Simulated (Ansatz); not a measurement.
## Ca in Ansatz: the effect of functional

The system is Ca.

```xyz
1
Lattice="0.0000 2.7372 2.7372 2.7372 0.0000 2.7372 2.7372 2.7372 0.0000" Properties=species:S:1:pos:R:3 pbc="T T T"
Ca    0.0000    0.0000    0.0000
```

The cell isn't the ideal one: volume scaled by 0.94.

Alike in all runs:

* Program: Ansatz 0.2.0
* Task: single point
* Potentials or basis: Ansatz PAW
* k mesh: 8 × 8 × 8
* Occupations: fermi-dirac, width 0.05 eV
* Spin: no spin polarisation

```csv
functional,cutoff,pressure (GPa)
LDA,420 eV (not typed: the program's choice for these potentials),?
r2SCAN,500 eV (not typed: the program's choice for these potentials),1.0
PBE,420 eV (not typed: the program's choice for these potentials),0.5
```

Problem. What does the run with functional LDA give?

Solution. Pressure -1.3 GPa.

Caveats: the PAW data sets come from PBE, with cores solved anew for the run's functional, which leaves a small shift of forces and pressure (some runs).
